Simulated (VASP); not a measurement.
# SnS2 (Berndtite-2T) (P-3m1) in VASP: a series of runs

One crystal, SnS2 (Berndtite-2T), is run at these levels: PBE+D3(BJ), LDA; tasks: relaxation of cell and atoms.

Program: VASP 6.6.1. These are calculated values, not measurements. Logs are shortened: lines on timing, memory, paths and dates and some standing lists are left out, and cuts for length are marked.

## Step 1: The structure

The structure is trigonal, space group P-3m1 (No. 164). Conventional cell: a = 3.667 Å, b = 3.667 Å, c = 5.813 Å, α = 90.00°, β = 90.00°, γ = 120.00°. Around Sn (site symmetry -3m) lie 6 S at 2.58 Å. S (site symmetry 3m) is surrounded by 3 Sn at 2.58 Å.

## Step 2: Relaxation of cell and atoms, PBE+D3(BJ)

INCAR reads:

```
  ALGO = Normal
  EDIFF = 1E-7
  EDIFFG = -0.005
  ENCUT = 600
  GGA = PE
  IBRION = 2
  ISIF = 3
  ISMEAR = 0
  IVDW = 12
  KPAR = 4
  LASPH = True
  LCHARG = False
  LREAL = False
  LWAVE = False
  NELM = 80
  NSW = 90
  PREC = Accurate
  SIGMA = 0.03
```

KPOINTS reads:

```
k-points
0
Gamma
  9 9 5
```

POSCAR reads:

```
SnS2                                    
1.0
    3.6672149153     -0.0000000000      0.0000000000
   -1.8336074576      3.1759012778      0.0000000000
    0.0000000000      0.0000000000      5.8130287274
  Sn              S             
     1     2
Direct
     0.0000000000000000    0.0000000000000000    0.0000000000000000
     0.3333333332999970    0.6666666667000030    0.2543667571841926
     0.6666666667000030    0.3333333332999970    0.7456332428158073
```

Potentials or basis: VASP PAW PBE potentials, release 64 (Sn_d, S).

Command:

```bash
$ cat potpaw_PBE.64/Sn_d/POTCAR potpaw_PBE.64/S/POTCAR > POTCAR
$ mpirun -np 4 vasp_std > vasp.out
```

OUTCAR:

```text
EDIFF = 1E-7
   EDIFFG = -0.005
   ENCUT = 600
   GGA = PE
   IBRION = 2
   ISIF = 3
   ISMEAR = 0
   IVDW = 12
   LASPH = True
   LREAL = False
   NELM = 80
   NSW = 90
   PREC = Accurate
 IVDW          = 12

 ion  position               nearest neighbor table
   1  0.000  0.000  0.000-   2 2.58   3 2.58   2 2.58   3 2.58   3 2.58   2 2.58
   2  0.333  0.667  0.254-   1 2.58   1 2.58   1 2.58
   3  0.667  0.333  0.746-   1 2.58   1 2.58   1 2.58

  LATTYP: Found a hexagonal cell.
 ALAT       =     3.6672149153
 C/A-ratio  =     1.5851344581

  Lattice vectors:

 A1 = (   3.6672149153,   0.0000000000,   0.0000000000)
 A2 = (  -1.8336074576,   3.1759012778,   0.0000000000)
 A3 = (   0.0000000000,   0.0000000000,   5.8130287274)

Analysis of symmetry for initial positions (statically):
=====================================================================
 Subroutine PRICEL returns:
 Original cell was already a primitive cell.

 Routine SETGRP: Setting up the symmetry group for a
 hexagonal supercell.

 Subroutine GETGRP returns: Found 12 space group operations
 (whereof 12 operations were pure point group operations)
 out of a pool of 24 trial point group operations.

The static configuration has the point symmetry D_3d.

Analysis of symmetry for dynamics (positions and initial velocities):
=====================================================================
 Subroutine PRICEL returns:
 Original cell was already a primitive cell.

 Routine SETGRP: Setting up the symmetry group for a
 hexagonal supercell.

 Subroutine GETGRP returns: Found 12 space group operations
 (whereof 12 operations were pure point group operations)
 out of a pool of 24 trial point group operations.

The dynamic configuration has the point symmetry D_3d.

 Subroutine INISYM returns: Found 12 space group operations
 (whereof 12 operations are pure point group operations),
 and found     1 'primitive' translations

----------------------------------------------------------------------------------------

                                     Primitive cell

  volume of cell :      67.7027

  direct lattice vectors                    reciprocal lattice vectors
     3.667214915  0.000000000  0.000000000     0.272686500  0.157435624  0.000000000
    -1.833607458  3.175901278  0.000000000     0.000000000  0.314871248  0.000000000
     0.000000000  0.000000000  5.813028727     0.000000000  0.000000000  0.172027362

  length of vectors
     3.667214915  3.667214915  5.813028727     0.314871248  0.314871248  0.172027362

  position of ions in fractional coordinates (direct lattice)
     0.000000000  0.000000000  0.000000000
     0.333333333  0.666666667  0.254366757
     0.666666667  0.333333333  0.745633243

  ion indices of the primitive-cell ions
   primitive index   ion index
                 1           1
                 2           2
                 3           3

----------------------------------------------------------------------------------------

 KPOINTS: k-points

Automatic generation of k-mesh.
 Grid dimensions read from file:
 generate k-points for:    9    9    5

 Generating k-lattice:

  Cartesian coordinates                     Fractional coordinates (reciprocal lattice)
     0.030298500  0.017492847  0.000000000     0.111111111 -0.000000000  0.000000000
     0.000000000  0.034985694  0.000000000     0.000000000  0.111111111  0.000000000
     0.000000000  0.000000000  0.034405472     0.000000000  0.000000000  0.200000000

  Length of vectors
     0.034985694  0.034985694  0.034405472

  Shift w.r.t. Gamma in fractional coordinates (k-lattice)
     0.000000000  0.000000000  0.000000000

 Subroutine IBZKPT returns following result:
 ===========================================

 Found     50 irreducible k-points:

 Following reciprocal coordinates:
            Coordinates               Weight
  0.000000  0.000000  0.000000      1.000000
  0.111111 -0.000000  0.000000      6.000000
  0.222222  0.000000  0.000000      6.000000
  0.333333  0.000000  0.000000      6.000000
  0.444444  0.000000  0.000000      6.000000
  0.111111  0.111111  0.000000      6.000000
[... 16 lines left out ...]
  0.222222  0.111111  0.200000     12.000000
 -0.111111  0.333333  0.200000     12.000000
 [... further k-points ...]
   k-points           NKPTS =     50   k-points in BZ     NKDIM =     50   number of bands    NBANDS=     17
   number of dos      NEDOS =    301   number of ions     NIONS =      3
   total plane-waves  NPLWV =  43200
   dimension x,y,z NGX =    30 NGY =   30 NGZ =   48
   dimension x,y,z NGXF=    60 NGYF=   60 NGZF=   96
   ions per type =               1   2
   NGX,Y,Z   is equivalent  to a cutoff of  13.60, 13.60, 13.73 a.u.
   NGXF,Y,Z  is equivalent  to a cutoff of  27.20, 27.20, 27.45 a.u.
 SYSTEM =  unknown system
   PREC   = accura    normal or accurate (medium, high low for compatibility)
   ISTART =      0    job   : 0-new  1-cont  2-samecut
   ICHARG =      2    charge: 1-file 2-atom 10-const
   ISPIN  =      1    spin polarized calculation?
   LNONCOLLINEAR =      F non collinear calculations
   LSORBIT =      F    spin-orbit coupling
   LASPH  =      T    aspherical Exc in radial PAW
   ENCUT  =  600.0 eV  44.10 Ry    6.64 a.u.   7.32  7.32 11.61*2*pi/ulx,y,z
   NELM   =     80;   NELMIN=  2; NELMDL= -5     # of ELM steps
   EDIFF  = 0.1E-06   stopping-criterion for ELM
   LREAL  =      F    real-space projection
   EDIFFG = -.5E-02   stopping-criterion for IOM
   NSW    =     90    number of steps for IOM
   IBRION =      2    ionic relax: 0-MD 1-quasi-New 2-CG
   NFREE  =      1    steps in history (QN), initial steepest desc. (CG)
   ISIF   =      3    stress and relaxation
   ISYM   =      2    0-nonsym 1-usesym 2-fastsym
   POTIM  = 0.5000    time-step for ionic-motion
   TEBEG  =    0.0;   TEEND  =   0.0 temperature during run
   PSTRESS=    0.0 pullay stress
   NELECT =      26.0000    total number of electrons
   NUPDOWN=      -1.0000    fix difference up-down
   EMIN   =  10.00;   EMAX   =-10.00  energy-range for DOS
   EFERMI =   0.00;   METHOD = LEGACY
   ISMEAR =     0;   SIGMA  =   0.03  broadening in eV -4-tet -1-fermi 0-gaus
   EFERMI_NEDOS =   21; number of points for ismear=-14 and -15
   IALGO  =     38    algorithm
   IMIX   =      4    mixing-type and parameters
     AMIX     =   0.40;   BMIX     =  1.00
     AMIX_MAG =   1.60;   BMIX_MAG =  1.00
  volume/ion in A,a.u.               =      22.57       152.29
  Fermi-wavevector in a.u.,A,eV,Ry     =   1.189955  2.248690 19.265765  1.415994
  Thomas-Fermi vector in A             =   2.326051
   LORBIT       =      0    0 simple, 1 ext, 2 COOP (PROOUT), +10 PAW based schemes
   GGA     = PE    functional components
   LHFCALC =     F    Hartree Fock is set to
   AEXX    =    0.0000 exact exchange contribution
   IVDW    =    12    specifies the selected vdW correction
   LEPSILON=     F    determine dielectric tensor
   LRPA    =     F    only Hartree local field effects (RPA)
 conjugate gradient relaxation of ions
 non-spin polarized calculation
 Gauss-broadening in eV      SIGMA  =   0.03
  energy-cutoff  :      600.00
  volume of cell :       67.70
 maximum number of plane-waves:      2321
 NGX is ok and might be reduce to    30
   NGX = 15   NGY = 15   NGZ = 23

--------------------------------------- Ionic step        1  -------------------------------------------

 number of electron      25.9999999 magnetization

 Free energy of the ion-electron system (eV)
  ---------------------------------------------------
  ext. energy  EPLUGINS =         0.00000000
  ---------------------------------------------------
  free energy    TOTEN  =       -13.15423408 eV

  energy without entropy =      -13.15423408  energy(sigma->0) =      -13.15423408

------------------------ aborting loop because EDIFF is reached ----------------------------------------

 Edisp (eV)   -0.98441

 E8    (eV) :    -0.4023

  FORCE on cell =-STRESS in cart. coord.  units (eV):
  Direction    XX          YY          ZZ          XY          YZ          ZX
  --------------------------------------------------------------------------------------
  -------------------------------------------------------------------------------------
  Total      -0.00213    -0.00213    -0.02126    -0.00000    -0.00000     0.00000
  in kB      -0.05037    -0.05037    -0.50315    -0.00000    -0.00000     0.00000
  external pressure =       -0.20 kB  Pullay stress =        0.00 kB

 VOLUME and BASIS-vectors are now :
 -----------------------------------------------------------------------------
  energy-cutoff  :      600.00
  volume of cell :       67.70
      direct lattice vectors                 reciprocal lattice vectors
     3.667214915  0.000000000  0.000000000     0.272686500  0.157435624  0.000000000
    -1.833607458  3.175901278  0.000000000     0.000000000  0.314871248  0.000000000
     0.000000000  0.000000000  5.813028727     0.000000000  0.000000000  0.172027362

 POSITION                                       TOTAL-FORCE (eV/Angst)
 -----------------------------------------------------------------------------------
      0.00000      0.00000      0.00000        -0.000000      0.000000      0.000000
     -0.00000      2.11727      1.47864         0.000000     -0.000000     -0.001722
      1.83361      1.05863      4.33439        -0.000000      0.000000      0.001722
 -----------------------------------------------------------------------------------
    total drift:                               -0.000000     -0.000000     -0.000000

  FREE ENERGIE OF THE ION-ELECTRON SYSTEM (eV)
  ---------------------------------------------------
  free  energy   TOTEN  =       -14.1386434669 eV

  energy  without entropy=      -14.1386434669  energy(sigma->0) =      -14.13864347

--------------------------------------- Ionic step        2  -------------------------------------------

 number of electron      25.9999999 magnetization

 Free energy of the ion-electron system (eV)
  ---------------------------------------------------
  ext. energy  EPLUGINS =         0.00000000
  ---------------------------------------------------
  free energy    TOTEN  =       -13.15380790 eV

  energy without entropy =      -13.15380790  energy(sigma->0) =      -13.15380790

 E-fermi :   5.0381     XC(G=0):  -9.6612

 val. band max:        4.8282321502   @ k =   0.0000   0.0000   0.0000
 cond. band min:       6.1346502637   @ k =   0.0000   0.4444   0.4000
 fundamental gap:      1.3064181135
 Fermi energy:         5.0380981975

 k-point     1 :       0.0000    0.0000    0.0000
  band No.  band energies     occupation
      1     -16.1899      2.00000
      2     -16.1899      2.00000
      3     -16.1507      2.00000
      4     -16.1244      2.00000
      5     -16.1244      2.00000
      6      -8.9784      2.00000
[... 9 lines left out ...]
     16      10.1609      0.00000
     17      10.1609      0.00000

 k-point     2 :       0.1111   -0.0000    0.0000
  band No.  band energies     occupation
      1     -16.1971      2.00000
      2     -16.1829      2.00000
      3     -16.1454      2.00000
      4     -16.1290      2.00000
      5     -16.1239      2.00000
      6      -8.8428      2.00000
[... 9 lines left out ...]
     16       9.8948      0.00000
     17      10.3947      0.00000
[... 421 lines left out ...]
 k-point    24 :      -0.1111    0.3333    0.2000
  band No.  band energies     occupation
      1     -16.2286      2.00000
      2     -16.1691      2.00000
      3     -16.1450      2.00000
      4     -16.1253      2.00000
      5     -16.1062      2.00000
      6      -8.0207      2.00000
[... 9 lines left out ...]
     16      10.6363      0.00000
     17      11.7413      0.00000

 [... further k-points ...]

------------------------ aborting loop because EDIFF is reached ----------------------------------------

 Edisp (eV)   -0.98484

 E8    (eV) :    -0.4024

  FORCE on cell =-STRESS in cart. coord.  units (eV):
  Direction    XX          YY          ZZ          XY          YZ          ZX
  --------------------------------------------------------------------------------------
  -------------------------------------------------------------------------------------
  Total       0.01097     0.01097     0.00237     0.00000     0.00000     0.00000
  in kB       0.25969     0.25969     0.05611     0.00000     0.00000     0.00000
  external pressure =        0.19 kB  Pullay stress =        0.00 kB

 VOLUME and BASIS-vectors are now :
 -----------------------------------------------------------------------------
  energy-cutoff  :      600.00
  volume of cell :       67.67
      direct lattice vectors                 reciprocal lattice vectors
     3.667089407 -0.000000000  0.000000000     0.272695833  0.157441013  0.000000000
    -1.833544703  3.175792584  0.000000000     0.000000000  0.314882025  0.000000000
    -0.000000000 -0.000000000  5.811041239     0.000000000  0.000000000  0.172086199

 POSITION                                       TOTAL-FORCE (eV/Angst)
 -----------------------------------------------------------------------------------
      3.66709     -0.00000      0.00000        -0.000000      0.000000     -0.000000
     -0.00000      2.11720      1.47805        -0.000000     -0.000000      0.004663
      1.83354      1.05860      4.33299         0.000000      0.000000     -0.004663
 -----------------------------------------------------------------------------------
    total drift:                                0.000000      0.000000      0.000000

  FREE ENERGIE OF THE ION-ELECTRON SYSTEM (eV)
  ---------------------------------------------------
  free  energy   TOTEN  =       -14.1386467176 eV

  energy  without entropy=      -14.1386467176  energy(sigma->0) =      -14.13864672

 reached required accuracy - stopping structural energy minimisation
```

It took 21 s on 4 MPI ranks of Intel Xeon Platinum 8488C (Sapphire Rapids), shared host; peak memory 0.25 GiB.

What came out:

- Free energy: -14.1386 eV
- Relaxed volume: 22.56 Å³/atom
- Relaxed cell: a = 3.667 Å, b = 3.667 Å, c = 5.811 Å, α = 90.00°, β = 90.00°, γ = 120.00°
- Space group after relaxing (to 0.05 Å): P-3m1 (No. 164)
- Energy gained by relaxing: 0.0 meV/atom
- Ionic steps: 2
- Pressure after relaxing: 0.0 GPa
- Largest force after relaxing: 0.005 eV/Å
- Band gap on the k mesh: 1.31 eV, indirect (least direct gap 1.75 eV)
- Dispersion energy per atom: -0.328 eV

Forces on the atoms (eV/Å):
```
Sn   0.000  0.000  0.000
S    0.000  0.000  0.005
S    0.000  0.000 -0.005
```

Final structure:
```yaml
crystal:
  lattice:
    - [3.66709, 0.00000, 0.00000]
    - [-1.83354, 3.17579, 0.00000]
    - [0.00000, 0.00000, 5.81104]
  atoms:
    - { symbol: Sn, position: [0.00000, 0.00000, 0.00000] }
    - { symbol: S, position: [0.33333, 0.66667, 0.25435] }
    - { symbol: S, position: [0.66667, 0.33333, 0.74565] }
```

Caveat: spin-orbit coupling is left out, which moves the levels of the heavy elements; an odd mesh through Γ misses points on the zone boundary, where band edges often lie.

## Step 3: Relaxation of cell and atoms, LDA, target pressure 1.2 GPa, at which the enthalpy is minimised

This run uses another cell than the first one, of 22.43 Å³/atom, 0.994 times its volume.

INCAR reads:

```
SYSTEM = SnS2
  ALGO = Normal
  EDIFF = 1E-6
  EDIFFG = -0.01
  ENCUT = 600
  IBRION = 2
  ISIF = 3
  ISMEAR = 0
  LASPH = .TRUE.
  LCHARG = .FALSE.
  LREAL = .FALSE.
  LWAVE = .FALSE.
  NELM = 80
  NSW = 90
  PREC = Accurate
  PSTRESS = 12.0
  SIGMA = 0.03
```

KPOINTS reads:

```
k-points
0
G
  9 9 5
  0 0 0
```

POSCAR reads:

```
SnS2
1.0
    3.6390000000      0.0000000000      0.0000000000
   -1.8195000000      3.1514664444      0.0000000000
    0.0000000000      0.0000000000      5.8680000000
Sn S
1 2
Direct
    0.0000000000      0.0000000000      0.0000000000
    0.3333333333      0.6666666667      0.2500000000
    0.6666666667      0.3333333333      0.7500000000
```

Potentials or basis: VASP PAW LDA potentials, release 64 (Sn_d, S).

Command:

```bash
$ cat potpaw_LDA.64/Sn_d/POTCAR potpaw_LDA.64/S/POTCAR > POTCAR
$ mpirun -np 1 vasp_std > vasp.out
```

Wall time 2.9 min (1 thread of Intel Xeon 6975P-C (Granite Rapids), shared host); peak memory 0.21 GiB.

Results (log left out):

```yaml
Free_energy: -15.0651 eV
Relaxed_volume: 20.98 Å³/atom
Relaxed_cell: a = 3.619 Å, b = 3.619 Å, c = 5.550 Å, α = 90.00°, β = 90.00°, γ = 120.00°
Space_group_after_relaxing_to_0.05_Å: P-3m1 (No. 164)
Energy_change_on_relaxing_the_enthalpy_is_what_falls: +0.8 meV/atom
Ionic_steps: 12
Pressure_after_relaxing: 1.2 GPa
Band_gap_on_the_k_mesh: 1.01 eV, indirect (least direct gap 1.53 eV)
```

Forces in eV/Å, atoms in the order of the input:
```
Sn   0.000  0.000  0.000
S    0.000  0.000  0.002
S    0.000  0.000 -0.002
```

The path:
```tsv
step	energy change (eV)	largest force (eV/Å)	pressure (GPa)	volume (Å³)
1	0.0000	0.0005	-0.68	67.30
2	0.0151	0.3931	2.72	64.77
3	0.0021	0.2203	1.20	65.83
4	0.0009	0.1711	1.20	65.47
5	0.0025	0.0217	1.27	64.39
6	-0.0002	0.0177	1.14	64.21
7	-0.0018	0.0062	0.74	63.64
8	-0.0013	0.0039	0.73	63.58
9	0.0059	0.0974	1.77	62.62
10	0.0015	0.0491	1.23	63.11
11	0.0022	0.0120	1.21	62.98
12	0.0024	0.0023	1.22	62.95
```

Final structure:
```xyz
3
Lattice="3.6188 0.0000 0.0000 -1.8094 3.1340 0.0000 0.0000 0.0000 5.5504" Properties=species:S:1:pos:R:3 pbc="T T T"
Sn    0.0000    0.0000    0.0000
S     0.0000    2.0893    1.4668
S     1.8094    1.0447    4.0836
```

Levels at points of the mesh, in eV from the valence-band top:
| k point | band 11 | band 12 | band 13 | band 14 | band 15 | band 16 |
| --- | --- | --- | --- | --- | --- | --- |
| (0.00, 0.00, 0.00) | -0.78 | -0.78 | 0.00 | 1.53 | 3.13 | 5.09 |

Caveat: the cell is relaxed towards a set pressure, so the enthalpy falls and the energy may rise; spin-orbit coupling is left out, which moves the levels of the heavy elements; an odd mesh through Γ misses points on the zone boundary, where band edges often lie. LDA usually gives volumes a few per cent too small.

(Part 1 of 2 ends here.)
